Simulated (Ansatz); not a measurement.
The system is ZrC.

```
Zr C
1.0
     3.39148    0.00000    0.00000
    -1.69574    2.93710    0.00000
     0.00000    0.00000    5.29005
Zr C
2 2
Direct
  0.66667 0.33333 0.75000
  0.33333 0.66667 0.25000
  0.00000 0.00000 0.50000
  0.00000 0.00000 0.00000
```

The cell comes from a database or a generator and needn't be the stable form of this composition.

Base run:

- Program: Ansatz 0.2.0
- Functional: PBEsol
- Potentials or basis: all-electron LAPW, scalar-relativistic
- Cutoff: 235 eV
- Density cutoff: 938 eV
- Basis error allowed: 0.002 eV/atom
- k mesh: 9 × 9 × 5
- Occupations: fermi-dirac, width 0.05 eV
- Spin: no spin polarisation
- Hubbard terms: Zr d U = 6 eV

Its results: band gap on the k mesh none (metal or under the smearing width); pressure 0.1 GPa.

Task: The run is repeated on the same cell with these changes: hubbard terms from Zr d U = 6 eV to Zr d U = 2 eV. What comes out?

Result: Band gap on the k mesh none (metal or under the smearing width); pressure -5.4 GPa.

Caveats: U is the effective U less J, on atomic orbitals that reach past the spheres; U without spin polarisation on a metal has little footing; the U is typed as a test and isn't derived for this compound.

Not every run made on this cell is shown here.
